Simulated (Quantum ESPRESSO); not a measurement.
# Al: phonons at points of the zone under several settings

```
CELL_PARAMETERS angstrom
4.49160 0.00000 0.00000
-2.24580 3.88984 0.00000
0.00000 0.00000 2.72260
ATOMIC_POSITIONS crystal
Al 0.33333 0.66667 0.00000
Al 0.66667 0.33333 0.00000
```

The cell was built by a generator and needn't be a form met in nature.

All runs used Quantum ESPRESSO 7.5; potentials PseudoDojo 0.4.1 SR PBE standard; k mesh 7 × 7 × 10; given cell, atoms relaxed; no spin polarisation; cutoff 544 eV; occupations cold, width 0.2 eV.

| level | point | frequencies (cm⁻¹) |
| --- | --- | --- |
| PBE | Γ (0.000, 0.000, 0.000) | 167i 0 0 0 362 362 |
| PBE | A (0.000, 0.000, 0.500) | 105i 105i 278 330 330 338 |
| PBE | H (0.333, 0.333, 0.500) | ? |
| PBE | K (0.333, 0.333, 0.000) | 137i 137i 48 255 255 360 |
| PBE | L (0.500, 0.000, 0.500) | 109i 165 285 295 314 350 |
| PBE | M (0.500, 0.000, 0.000) | 152i 114i 22i 218 304 362 |

**Question.** What stands in the row left open?

**Answer.** Frequencies 108i 234 234 303 303 353 cm⁻¹.

Values marked i are imaginary: the cell is unstable against those modes at that level, or the meshes are too thin.

Caveats: the mesh is thin for the phonons of a metal; some modes are imaginary; the q point doesn't lie on the k mesh, which can shift a metal's frequencies strongly unless the mesh is converged (some runs).

For the row left open. Caveat: the mesh is thin for the phonons of a metal; some modes are imaginary; the q point doesn't lie on the k mesh, which can shift a metal's frequencies strongly unless the mesh is converged.
